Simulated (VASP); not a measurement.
A run of VASP 6.6.1 is set up as follows.

INCAR

```
PREC = Accurate ; ENCUT = 520
EDIFF = 1E-6 ; ISMEAR = -1
SIGMA = 0.02 ; LREAL = Auto
LASPH = True ; NELM = 100
ALGO = Normal ; ISIF = 2
LWAVE = False ; LCHARG = False
GGA = PE ; IVDW = 12
NBANDS = 73
```

KPOINTS

```
Automatic mesh
0
Gamma
  1 1 1
```

POSCAR

```
H8C3O2
1.0
    7.1348020000      0.0000000000      0.0000000000
    0.0000000000      7.1348020000      0.0000000000
    0.0000000000      0.0000000000      7.1348020000
C O H
9 6 24
Direct
    0.0721541000      0.9458518000      0.9898836000
    0.5608280000      0.4182270000      0.4897482000
    0.4305790000      0.3951308000      0.3241959000
    0.5347906000      0.8518728000      0.2031489000
    0.4462752000      0.8423740000      0.0108455000
    0.8763291000      0.5793894000      0.8616551000
    1.0535591000      0.5340595000      0.7546948000
    1.0515289000      0.3160149000      0.1468364000
    0.8717389000      0.3291791000      0.2582277000
    0.0497511000      0.9612408000      1.1528309000
    0.0945571000      0.9304628000      0.8269364000
    0.4437104000      0.2045171000      0.2651432000
    0.5950818000      0.8250548000     -0.1216305000
    1.0363182000      0.6179785000      0.5739917000
    0.8712003000      0.1764605000      0.3873401000
    0.3603846000      0.1883835000      0.1586993000
    0.2862260000      0.4303520000      0.3649429000
    0.4715605000      0.4909102000      0.2106817000
    0.5571162000      0.5622915000      0.5418440000
    0.5191612000      0.3238335000      0.6027455000
    0.7042760000      0.3843199000      0.4486673000
    0.5394392000      0.8188494000     -0.2457240000
    0.3506582000      0.7218593000      0.0023472000
    0.3633780000      0.9694956000     -0.0157396000
    0.4273445000      0.8653112000      0.3115789000
    0.6160742000      0.7249812000      0.2297228000
    0.6287789000      0.9723239000      0.2116575000
    1.1497042000      0.5895375000      0.5042169000
    1.1763351000      0.5893190000      0.8296019000
    1.0709556000      0.3814108000      0.7431030000
    0.8809095000      0.5185793000      1.0022378000
    0.8599472000      0.7310250000      0.8740222000
    0.7546927000      0.5233634000      0.7876260000
    0.7560496000      0.1838167000      0.4595896000
    0.8650454000      0.4640504000      0.3324138000
    0.7501886000      0.3219273000      0.1638266000
    1.0604054000      0.4299461000      0.0447423000
    1.1720578000      0.3244326000      0.2407331000
    1.0573373000      0.1824781000      0.0723458000
```

Potentials or basis: VASP PAW PBE potentials, release 64 (C, O, H).

Run with:

```bash
$ cat potpaw_PBE.64/C/POTCAR potpaw_PBE.64/O/POTCAR potpaw_PBE.64/H/POTCAR > POTCAR
$ mpirun -np 1 vasp_gam > vasp.out
```

Task: Estimate the band gap on the k mesh.

Result: 4.56 eV, direct.

Task: What does it give for the pressure?

Result: 5.0 GPa.

Task: What does it give for the dispersion energy per atom?

Result: -0.048 eV.

Stress tensor (GPa, compression positive):
```
 5.33 -1.26  0.41
-1.26  6.95  0.26
 0.41  0.26  2.81
```

Caveat: the standard files for N, O and F lose accuracy on very short bonds. PBE gaps usually lie below the measured ones, often by a third to a half.
